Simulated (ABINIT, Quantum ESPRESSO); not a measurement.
## MgO and the effect of the pressure

The cell as given:

```cif
data_structure
_symmetry_space_group_name_H-M 'P 1'
_symmetry_Int_Tables_number 1
_cell_length_a 2.9656
_cell_length_b 2.9656
_cell_length_c 2.9656
_cell_angle_alpha 60.000
_cell_angle_beta 60.000
_cell_angle_gamma 60.000
_cell_volume 18.44
loop_
_atom_site_label
_atom_site_type_symbol
_atom_site_fract_x
_atom_site_fract_y
_atom_site_fract_z
_atom_site_occupancy
Mg1 Mg 0.00000 0.00000 0.00000 1
O1 O 0.50000 0.50000 0.50000 1
```

Kept alike: task relaxation of cell and atoms; functional PBE; k mesh 11 × 11 × 11; occupations fermi-dirac, width 0.05 eV; no spin polarisation. Program: ABINIT, JTH PAW PBE v2.0, cutoff 626 eV. The mesh is that of the run's cell of 2 atoms. No spin-orbit coupling.

```csv
"pressure, P (GPa)",volume (Å³/atom)
0,9.643
5,9.342
10,?
20,8.655
30,8.308
```

The relaxations keep at least the cell's symmetry (Fm-3m). The runs follow the start's structure, whether or not it is the stable one at these pressures. P is the pressure aimed at, which the runs meet within some hundredths to tenths of a GPa.

**Question.** Fit the rows shown and predict the run at 10 GPa.

**Answer.** Murnaghan's form V = V0 (1 + B′P/B0)^(-1/B′) through the rows shown has V0 = 9.6426, B0 = 148.9 GPa and B′ = 3.88 (largest miss 0.0010); at P = 10 it gives 9.084 Å³/atom. The run gave: volume 9.084 Å³/atom.
